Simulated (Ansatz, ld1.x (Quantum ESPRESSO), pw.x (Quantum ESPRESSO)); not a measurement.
## zirconium (bcc): variants of one PAW potential in the solid

| Quantity | Value |
| --- | --- |
| Element | Zr |
| Generator | ld1.x (Quantum ESPRESSO) 7.5 |
| Type | PAW |
| Functional | PBE |
| Relativity | scalar-relativistic |
| Frozen core | [Ar] 3d10 |
| Valence charge | 12 |
| Reference configuration | 4s2 4p6 4d2 5s0 5p0 (charge +2) |
| Partial waves | 4s (bound): rcut 1.70, rcutus 1.85 bohr; 5s (bound, empty): rcut 1.70, rcutus 1.85 bohr; 4p (bound): rcut 2.45, rcutus 2.65 bohr; 5p (bound, empty): rcut 2.45, rcutus 2.65 bohr; 4d (bound): rcut 2.50, rcutus 3.00 bohr; 4d channel at -0.6 Ry: rcut 2.50, rcutus 3.00 bohr |
| Local potential | all-electron potential smoothed inside 2.45 bohr (lloc = -1) |
| Core correction | Bessel-smoothed model core inside 1.20 bohr |
| Augmentation charge | PSQ, inside the norm-conserving radii |

Crystal test: bcc Zr in pw.x 7.5, no spin, 13³ k-points, Fermi–Dirac smearing 0.01 Ry, cutoffs set for each file from its atomic test. The reference is all-electron LAPW (Ansatz 0.2.0) with the same functional, mesh and smearing; V0 and B0 come from Birch–Murnaghan fits to the pressures at five volumes. Errors are pseudo minus all-electron; Δ is the rms difference of the E(V) curves that follow from these fits, minima aligned, over ±6 % about the mean V0. Mesh and smearing are coarse, so the numbers serve the comparison and aren't converged zero-temperature values; the lattice is a test structure that the element need not adopt.

All-electron: a0 = 3.582 Å (V0 = 22.98 Å³/atom), B0 = 86.4 GPa.

Base: Atomic configuration tests: 1 of 7 tests not solved or not reliable.

| change | cutoffs (Ry) | pw.x | a0 (Å) | a0 error (%) | B0 error (%) | Δ (meV/atom) | mean pressure error (GPa) |
| --- | --- | --- | --- | --- | --- | --- | --- |
| base | 40/320 | converged | 3.574 | -0.24 | -1.2 | 3.1 | -0.60 |
| augmentation BESSEL, radius 1.60 bohr | 40/320 | converged | 3.528 | -1.51 | -3.5 | 19.1 | -3.52 |
| reference 4s2 4p6 4d2 5s1 5p0 | 40/320 | converged | 3.562 | -0.56 | -0.3 | 7.3 | -1.42 |
| waves 4d (bound): rcut 2.22, rcutus 2.36 bohr; 4d channel at -0.6 Ry: rcut 2.22, rcutus 2.36 bohr | 40/320 | converged | 3.591 | +0.24 | +0.2 | 3.1 | +0.62 |
| waves 4p (bound): rcut 1.72, rcutus 1.82 bohr; 5p (bound): rcut 1.72, rcutus 1.82 bohr | 50/400 | converged | 3.575 | -0.20 | -0.1 | 2.5 | -0.50 |
| all radii but the core radius scaled by about 0.91 (s 1.70, p 2.42, d 2.74 bohr, rcut 1.56/2.24/2.28); local potential all-electron potential smoothed inside 2.24 bohr (lloc = -1) | 40/320 | failed (cdiaghg: S matrix not positive definite) | – | – | – | – | – |
